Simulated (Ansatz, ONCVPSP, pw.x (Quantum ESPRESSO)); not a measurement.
# From atom to crystal: ONCV potential for Si (Z = 14)

| Item | Value |
| --- | --- |
| Element | Si |
| Generator | ONCVPSP 4.0.1 |
| Type | optimised norm-conserving Vanderbilt (ONCV) |
| Functional | PBEsol |
| Relativity | scalar-relativistic |
| Frozen core | [Ne] |
| Valence charge | 4 |
| Reference configuration | 3s2 3p2 |
| Partial waves | 3s: rc 1.65 bohr, ncon 4, nbas 9, qcut 3.8 1/bohr, 2 projectors, debl 2.7 Ha; 3p: rc 2.20 bohr, ncon 4, nbas 8, qcut 3.1 1/bohr, 1 projector; d scattering state at 0.1 Ha: rc 2.05 bohr, ncon 4, nbas 8, qcut 4.4 1/bohr, 2 projectors, debl 3.7 Ha |
| Local potential | polynomial inside 1.00 bohr (lpopt 5, dvloc0 1 Ha) |
| Core correction | Teter function fitted to the true core (icmod 2), fcfact 0.75 |

Crystal test: diamond Si in pw.x 7.5, no spin, 9³ k-points, Fermi–Dirac smearing 0.01 Ry, cutoffs 95/380 Ry. The reference is all-electron LAPW (Ansatz 0.2.0) with the same functional, mesh and smearing; V0 and B0 come from Birch–Murnaghan fits to the pressures at five volumes. Errors are pseudo minus all-electron; Δ is the rms difference of the E(V) curves that follow from these fits, minima aligned, over ±6 % about the mean V0. Mesh and smearing are coarse, so the numbers serve the comparison and aren't converged zero-temperature values; the lattice is a test structure that the element need not adopt.

All-electron: a0 = 5.432 Å (V0 = 20.04 Å³/atom), B0 = 93.4 GPa.

Question: How far does the potential miss the all-electron equation of state?

Answer: mean pressure error (GPa): -0.76; a0 (Å): 5.417; a0 error (%): -0.27; B0 error (%): +0.5; Δ (meV/atom): 3.3.

```
V (Å³/atom)  P all-electron (GPa)  P pseudo (GPa)
     19.005                  5.52            4.62
     19.505                  2.66            1.83
     20.005                  0.14           -0.61
     20.505                 -2.06           -2.75
     21.005                 -4.00           -4.62
```

Question: At the middle volume, how do free energy and pressure move when the wave cutoff is lowered (ecutrho kept at four times it)?

Answer:

| cutoff (Ry) | shift of F (meV/atom) | shift of P (GPa) |
| --- | --- | --- |
| 43 | +8.0 | +0.05 |
| 57 | +3.9 | -0.02 |
| 76 | +1.9 | +0.04 |

The run at the middle volume (35 k-points, 7 iterations) took about 29 s on one core of a shared host (Intel(R) Xeon(R) Processor @ 2.60GHz, 24 threads, 32 GiB, load 11).
